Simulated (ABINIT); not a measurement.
ZnS:

```
Zn S
1.0
     0.00000    2.70200    2.70200
     2.70200    0.00000    2.70200
     2.70200    2.70200    0.00000
Zn S
1 1
Direct
  0.75000 0.75000 0.75000
  0.00000 0.00000 0.00000
```

Base run:

| Quantity | Value |
| --- | --- |
| Program | ABINIT 10.8.3 (patched build) |
| Functional | PW91 |
| Potentials or basis | JTH PAW PBE v2.0 |
| Cutoff | 544 eV |
| k mesh | 9 × 9 × 9 |
| Occupations | fermi-dirac, width 0.05 eV |
| Spin | no spin polarisation |

Its results: band gap on the k mesh 2.07 eV, direct.

The run is repeated on the same cell with these changes: functional from PW91 to HCTH407. What comes out?

Band gap on the k mesh 2.63 eV, direct.

Caveats: an odd mesh through Γ misses points on the zone boundary, where band edges often lie.

Not every run made on this cell is shown here.
